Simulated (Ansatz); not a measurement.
Crystal: TiH.

```
Ti H
1.0
     0.00000    2.08970    2.08970
     2.08970    0.00000    2.08970
     2.08970    2.08970    0.00000
Ti H
1 1
Direct
  0.00000 0.00000 0.00000
  0.50000 0.50000 0.50000
```

The cell comes from a database or a generator and needn't be the stable form of this composition.

* Program: Ansatz 0.2.0
* Task: relaxation of cell and atoms
* Functional: LDA
* Potentials or basis: all-electron LAPW, scalar-relativistic
* Basis error allowed: 0.001 eV/atom
* k mesh: 11 × 11 × 11
* Occupations: fermi-dirac, width 0.05 eV
* Spin: no spin polarisation

At the start: volume 9.13 Å³/atom.

Question: How do energy, volume and symmetry change on relaxing?

Answer: Over 5 steps the energy falls by 12.3 meV/atom and the volume is 8.64 Å³/atom (-5.3 %); space group Fm-3m (No. 225, to 0.05 Å).

Step by step:
| step | energy change (eV) | largest force (eV/Å) | volume (Å³) |
| --- | --- | --- | --- |
| 1 | 0.0000 | 0.0000 | 18.25 |
| 2 | -0.0031 | 0.0000 | 16.44 |
| 3 | -0.0245 | 0.0000 | 17.34 |
| 4 | -0.0246 | 0.0000 | 17.28 |
| 5 | -0.0246 | 0.0000 | 17.28 |

Final structure:
```yaml
crystal:
  lattice:
    - [0.00000, 2.05206, 2.05206]
    - [2.05206, 0.00000, 2.05206]
    - [2.05206, 2.05206, 0.00000]
  atoms:
    - { symbol: Ti, position: [0.00000, 0.00000, 0.00000] }
    - { symbol: H, position: [0.50000, 0.50000, 0.50000] }
```
